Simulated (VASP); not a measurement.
# Sc (I4/mmm) in VASP: notebook

The runs below take Sc through single point, with PBEsol.

Everything below comes from runs of VASP 6.6.1. Logs are shortened: lines on timing, memory, paths and dates and some standing lists are left out, and cuts for length are marked.

**1. The cell of the first run**

The structure is tetragonal, space group I4/mmm (No. 139). The conventional cell has a = 3.664 Å, b = 3.664 Å, c = 5.574 Å, α = 90.00°, β = 90.00°, γ = 90.00°. Sc (site symmetry 4/mmm) is surrounded by 12 Sc at 3.66 to 3.81 Å.

This isn't the form of Sc at room conditions, which is hcp.

**2. Single point, PBEsol (In replaced by Sc, lengths x 1.118, strained and moved within the space group)**

File INCAR:

```
ALGO = Fast ; EDIFF = 1E-7
ENCUT = 520 ; GGA = PS
ISIF = 2 ; ISMEAR = 0
LASPH = T ; LCHARG = T
LELF = T ; LREAL = F
LVHAR = T ; LWAVE = F
NBANDS = 12 ; NELM = 100
PREC = Accurate ; SIGMA = 0.1
```

File KPOINTS:

```
k-points
0
Gamma
  16 16 16
```

File POSCAR:

```
Sc
1.0
   -1.8320695119      1.8320695119      2.7872264976
    1.8320695119     -1.8320695119      2.7872264976
    1.8320695119      1.8320695119     -2.7872264976
Sc
1
Direct
    0.0000000000      0.0000000000      0.0000000000
```

Potentials or basis: VASP PAW PBE potentials, release 64 (Sc_sv).

Run with:

```sh
> cat potpaw_PBE.64/Sc_sv/POTCAR > POTCAR
> mpirun -np 1 vasp_std > vasp.out
```

OUTCAR:

```text
EDIFF = 1E-7
   ENCUT = 520
   GGA = PS
   ISIF = 2
   ISMEAR = 0
   LASPH = T
   LREAL = F
   NELM = 100
   PREC = Accurate

 ion  position               nearest neighbor table
   1  0.000  0.000  0.000-

  LATTYP: Found a body centered tetragonal cell.
 ALAT       =     3.6641390238
 C/A-ratio  =     1.5213541187

  Lattice vectors:

 A1 = (  -1.8320695119,   1.8320695119,   2.7872264976)
 A2 = (   1.8320695119,  -1.8320695119,   2.7872264976)
 A3 = (   1.8320695119,   1.8320695119,  -2.7872264976)

Analysis of symmetry for initial positions (statically):
=====================================================================
 Subroutine PRICEL returns:
 Original cell was already a primitive cell.

 Routine SETGRP: Setting up the symmetry group for a
 body centered tetragonal supercell.

 Subroutine GETGRP returns: Found 16 space group operations
 (whereof 16 operations were pure point group operations)
 out of a pool of 16 trial point group operations.

The static configuration has the point symmetry D_4h.

Analysis of symmetry for dynamics (positions and initial velocities):
=====================================================================
 Subroutine PRICEL returns:
 Original cell was already a primitive cell.

 Routine SETGRP: Setting up the symmetry group for a
 body centered tetragonal supercell.

 Subroutine GETGRP returns: Found 16 space group operations
 (whereof 16 operations were pure point group operations)
 out of a pool of 16 trial point group operations.

The dynamic configuration has the point symmetry D_4h.

 Subroutine INISYM returns: Found 16 space group operations
 (whereof 16 operations are pure point group operations),
 and found     1 'primitive' translations

----------------------------------------------------------------------------------------

                                     Primitive cell

  volume of cell :      37.4211

  direct lattice vectors                    reciprocal lattice vectors
    -1.832069512  1.832069512  2.787226498     0.000000000  0.272915409  0.179389799
     1.832069512 -1.832069512  2.787226498     0.272915409  0.000000000  0.179389799
     1.832069512  1.832069512 -2.787226498     0.272915409  0.272915409  0.000000000

  length of vectors
     3.805468295  3.805468295  3.805468295     0.326593815  0.326593815  0.385960673

  position of ions in fractional coordinates (direct lattice)
     0.000000000  0.000000000  0.000000000

  ion indices of the primitive-cell ions
   primitive index   ion index
                 1           1

----------------------------------------------------------------------------------------

 KPOINTS: k-points

Automatic generation of k-mesh.
 Grid dimensions read from file:
 generate k-points for:   16   16   16

 Generating k-lattice:

  Cartesian coordinates                     Fractional coordinates (reciprocal lattice)
     0.000000000  0.017057213  0.011211862     0.062500000  0.000000000  0.000000000
     0.017057213  0.000000000  0.011211862     0.000000000  0.062500000  0.000000000
     0.017057213  0.017057213  0.000000000     0.000000000  0.000000000  0.062500000

  Length of vectors
     0.020412113  0.020412113  0.024122542

  Shift w.r.t. Gamma in fractional coordinates (k-lattice)
     0.000000000  0.000000000  0.000000000

 Subroutine IBZKPT returns following result:
 ===========================================

 Found    349 irreducible k-points:

 Following reciprocal coordinates:
            Coordinates               Weight
  0.000000  0.000000  0.000000      1.000000
  0.062500  0.000000  0.000000      8.000000
  0.125000  0.000000  0.000000      8.000000
  0.187500 -0.000000  0.000000      8.000000
  0.250000  0.000000  0.000000      8.000000
  0.312500 -0.000000  0.000000      8.000000
[... 16 lines left out ...]
 -0.125000  0.062500  0.000000     16.000000
 -0.062500  0.062500  0.000000      4.000000
 [... further k-points ...]
   k-points           NKPTS =    349   k-points in BZ     NKDIM =    349   number of bands    NBANDS=     12
   number of dos      NEDOS =    301   number of ions     NIONS =      1
   total plane-waves  NPLWV =  21952
   dimension x,y,z NGX =    28 NGY =   28 NGZ =   28
   dimension x,y,z NGXF=    56 NGYF=   56 NGZF=   56
   ions per type =               1
   NGX,Y,Z   is equivalent  to a cutoff of  12.23, 12.23, 12.23 a.u.
   NGXF,Y,Z  is equivalent  to a cutoff of  24.46, 24.46, 24.46 a.u.
 SYSTEM =  unknown system
   PREC   = accura    normal or accurate (medium, high low for compatibility)
   ISTART =      0    job   : 0-new  1-cont  2-samecut
   ICHARG =      2    charge: 1-file 2-atom 10-const
   ISPIN  =      1    spin polarized calculation?
   LNONCOLLINEAR =      F non collinear calculations
   LSORBIT =      F    spin-orbit coupling
   LASPH  =      T    aspherical Exc in radial PAW
   ENCUT  =  520.0 eV  38.22 Ry    6.18 a.u.   7.08  7.08  7.08*2*pi/ulx,y,z
   NELM   =    100;   NELMIN=  2; NELMDL= -5     # of ELM steps
   EDIFF  = 0.1E-06   stopping-criterion for ELM
   LREAL  =      F    real-space projection
   EDIFFG = 0.1E-05   stopping-criterion for IOM
   NSW    =      0    number of steps for IOM
   IBRION =     -1    ionic relax: 0-MD 1-quasi-New 2-CG
   NFREE  =      0    steps in history (QN), initial steepest desc. (CG)
   ISIF   =      2    stress and relaxation
   ISYM   =      2    0-nonsym 1-usesym 2-fastsym
   POTIM  = 0.5000    time-step for ionic-motion
   TEBEG  =    0.0;   TEEND  =   0.0 temperature during run
   PSTRESS=    0.0 pullay stress
   NELECT =      11.0000    total number of electrons
   NUPDOWN=      -1.0000    fix difference up-down
   EMIN   =  10.00;   EMAX   =-10.00  energy-range for DOS
   EFERMI =   0.00;   METHOD = LEGACY
   ISMEAR =     0;   SIGMA  =   0.10  broadening in eV -4-tet -1-fermi 0-gaus
   EFERMI_NEDOS =   21; number of points for ismear=-14 and -15
   IALGO  =     68    algorithm
   IMIX   =      4    mixing-type and parameters
     AMIX     =   0.40;   BMIX     =  1.00
     AMIX_MAG =   1.60;   BMIX_MAG =  1.00
  volume/ion in A,a.u.               =      37.42       252.53
  Fermi-wavevector in a.u.,A,eV,Ry     =   1.088513  2.056992 16.121011  1.184861
  Thomas-Fermi vector in A             =   2.224696
   LORBIT       =      0    0 simple, 1 ext, 2 COOP (PROOUT), +10 PAW based schemes
   GGA     = PS    functional components
   LHFCALC =     F    Hartree Fock is set to
   AEXX    =    0.0000 exact exchange contribution
   IVDW    =     0    specifies the selected vdW correction
   LEPSILON=     F    determine dielectric tensor
   LRPA    =     F    only Hartree local field effects (RPA)
 non-spin polarized calculation
 RMM-DIIS sequential band-by-band and
 Gauss-broadening in eV      SIGMA  =   0.10
  energy-cutoff  :      520.00
  volume of cell :       37.42
 maximum number of plane-waves:      1034
   NGX = 15   NGY = 15   NGZ = 15

 number of electron      10.9999997 magnetization

 Free energy of the ion-electron system (eV)
  ---------------------------------------------------
  ext. energy  EPLUGINS =         0.00000000
  ---------------------------------------------------
  free energy    TOTEN  =        -5.86377252 eV

  energy without entropy =       -5.84831556  energy(sigma->0) =       -5.85604404

 E-fermi :   1.5499     XC(G=0):  -8.4204

 val. band max:        1.5493185436   @ k =  -0.4375   0.1875   0.0000
 cond. band min:       1.5511249486   @ k =   0.5000   0.5000   0.3125
 fundamental gap:      0.0018064050
 Fermi energy:         1.5499184579

 k-point     1 :       0.0000    0.0000    0.0000
  band No.  band energies     occupation
      1     -48.7724      2.00000
      2     -27.3844      2.00000
      3     -27.3841      2.00000
      4     -27.3841      2.00000
      5      -2.7207      2.00000
      6       2.3415      0.00000
      7       2.6437      0.00000
      8       2.6437      0.00000
      9       3.1194      0.00000
     10       3.4400      0.00000
     11      12.0524      0.00000
     12      13.5514      0.00000

 k-point     2 :       0.0625    0.0000    0.0000
  band No.  band energies     occupation
      1     -48.7721      2.00000
      2     -27.3875      2.00000
      3     -27.3850      2.00000
      4     -27.3844      2.00000
      5      -2.6506      2.00000
      6       2.3462      0.00000
      7       2.6206      0.00000
      8       2.6650      0.00000
      9       3.1129      0.00000
     10       3.4230      0.00000
     11      11.9957      0.00000
     12      13.0158      0.00000

 k-point     3 :       0.1250    0.0000    0.0000
  band No.  band energies     occupation
      1     -48.7711      2.00000
      2     -27.3970      2.00000
      3     -27.3868      2.00000
      4     -27.3852      2.00000
      5      -2.4430      2.00000
      6       2.3248      0.00000
      7       2.5794      0.00000
      8       2.7206      0.00000
      9       3.1105      0.00000
     10       3.3824      0.00000
     11      11.2478      0.00000
     12      12.4807      0.00000

 k-point     4 :       0.1875   -0.0000    0.0000
  band No.  band energies     occupation
      1     -48.7697      2.00000
      2     -27.4112      2.00000
      3     -27.3895      2.00000
      4     -27.3865      2.00000
      5      -2.1061      2.00000
      6       2.2187      0.00000
      7       2.5577      0.00000
      8       2.7813      0.00000
      9       3.1564      0.00000
     10       3.3518      0.00000
     11       9.9223      0.00000
     12      12.3521      0.00000

 k-point     5 :       0.2500    0.0000    0.0000
  band No.  band energies     occupation
      1     -48.7680      2.00000
      2     -27.4279      2.00000
      3     -27.3927      2.00000
      4     -27.3879      2.00000
      5      -1.6552      2.00000
      6       2.0540      0.00000
      7       2.5212      0.00000
      8       2.7995      0.00000
      9       3.2822      0.00000
     10       3.3808      0.00000
     11       8.5910      0.00000
     12      12.0607      0.00000
[... 228 lines left out ...]
      1     -48.7682      2.00000
      2     -27.4239      2.00000
      3     -27.3929      2.00000
      4     -27.3886      2.00000
      5      -1.7418      2.00000
      6       2.1028      0.00000
      7       2.5505      0.00000
      8       2.7945      0.00000
      9       3.2048      0.00000
     10       3.3813      0.00000
     11       9.0282      0.00000
     12      11.8691      0.00000

 k-point    22 :      -0.1875    0.0625    0.0000
  band No.  band energies     occupation
      1     -48.7698      2.00000
      2     -27.4080      2.00000
      3     -27.3899      2.00000
      4     -27.3872      2.00000
      5      -2.1588      2.00000
      6       2.2773      0.00000
      7       2.5467      0.00000
      8       2.7685      0.00000
      9       3.1417      0.00000
     10       3.3308      0.00000
     11      10.3830      0.00000
     12      12.1611      0.00000

 k-point    23 :      -0.1250    0.0625    0.0000
  band No.  band energies     occupation
      1     -48.7711      2.00000
      2     -27.3950      2.00000
      3     -27.3873      2.00000
      4     -27.3862      2.00000
      5      -2.4568      2.00000
      6       2.3926      0.00000
      7       2.5260      0.00000
      8       2.7099      0.00000
      9       3.1298      0.00000
     10       3.3571      0.00000
     11      11.6418      0.00000
     12      12.3979      0.00000

 k-point    24 :      -0.0625    0.0625    0.0000
  band No.  band energies     occupation
      1     -48.7719      2.00000
      2     -27.3874      2.00000
      3     -27.3858      2.00000
      4     -27.3855      2.00000
      5      -2.6228      2.00000
      6       2.3799      0.00000
      7       2.5810      0.00000
      8       2.6680      0.00000
      9       3.1282      0.00000
     10       3.4005      0.00000
     11      12.0113      0.00000
     12      13.1616      0.00000

 [... further k-points ...]
[... 5 lines left out ...]
  --------------------------------------------------------------------------------------
  -------------------------------------------------------------------------------------
  Total       -2.5574189     -2.5574189     -2.9265179      0.0000000     -0.0000000      0.0000000
  in kB     -109.4955069   -109.4955069   -125.2984263      0.0000000     -0.0000000      0.0000000
  external PRESSURE =    -114.7631467 kB  Pullay stress =       0.0000000 kB

 VOLUME and BASIS-vectors are now :
 -----------------------------------------------------------------------------
  energy-cutoff  :      520.00
  volume of cell :       37.42
      direct lattice vectors                 reciprocal lattice vectors
    -1.832069512  1.832069512  2.787226498     0.000000000  0.272915409  0.179389799
     1.832069512 -1.832069512  2.787226498     0.272915409  0.000000000  0.179389799
     1.832069512  1.832069512 -2.787226498     0.272915409  0.272915409  0.000000000

 POSITION                                       TOTAL-FORCE (eV/Angst)
 -----------------------------------------------------------------------------------
      0.00000      0.00000      0.00000        -0.000000      0.000000     -0.000000
 -----------------------------------------------------------------------------------
    total drift:                               -0.000000     -0.000000     -0.000000

  FREE ENERGIE OF THE ION-ELECTRON SYSTEM (eV)
  ---------------------------------------------------
  free  energy   TOTEN  =        -5.8637725223 eV

  energy  without entropy=       -5.8483155573  energy(sigma->0) =       -5.85604404
```

Wall time 96 s (1 thread of Intel Xeon Platinum 8488C (Sapphire Rapids), shared host); peak memory 0.27 GiB.

Results:

```
Free energy            : -5.8638 eV
Pressure               : -11.5 GPa
Band gap on the k mesh : none (metal or under the smearing width)
```

Caveat: the PAW data sets were made with another functional, which shifts forces and pressure a little.

**3. Single point, PBEsol (In replaced by Sc, lengths x 1.118, strained and moved within the space group)**

File INCAR:

```
ALGO = Fast ; EDIFF = 1E-7
ENCUT = 520 ; GGA = PS
ISIF = 2 ; ISMEAR = 0
LASPH = True ; LCHARG = False
LREAL = False ; LWAVE = False
NBANDS = 12 ; NELM = 100
PREC = Accurate ; SIGMA = 0.1
```

File KPOINTS:

```
k-points
0
Gamma
  8 8 8
```

POSCAR is that of step 2.

Potentials or basis: VASP PAW PBE potentials, release 64 (Sc_sv).

Run with:

```sh
> cat potpaw_PBE.64/Sc_sv/POTCAR > POTCAR
> mpirun -np 1 vasp_std > vasp.out
```

Wall time 19 s (1 thread of Intel Xeon Platinum 8488C (Sapphire Rapids), shared host); peak memory 0.16 GiB.

Results (log left out):

* Free energy: -5.8635 eV
* Pressure: -11.5 GPa
* Band gap on the k mesh: none (metal or under the smearing width)

Stress tensor (GPa, compression positive):
```
-10.95   0.00   0.00
  0.00 -10.95   0.00
  0.00   0.00 -12.50
```

Levels at points of the mesh, in eV from the Fermi level:
```csv
k point,band 3,band 4,band 5,band 6,band 7,band 8,band 9,band 10
"(0.00, 0.00, 0.00)",-28.94,-28.94,-4.27,0.79,1.09,1.09,1.56,1.88
"(0.50, 0.00, 0.00)",-28.96,-28.95,-1.37,-0.10,0.78,1.09,2.17,2.28
"(0.50, 0.50, 0.00)",-28.99,-28.97,-0.84,-0.28,1.26,2.20,2.24,2.46
"(0.50, 0.50, 0.50)",-28.97,-28.97,-1.04,-0.24,0.57,2.24,2.34,2.34
```

Caveat: the PAW data sets were made with another functional, which shifts forces and pressure a little.
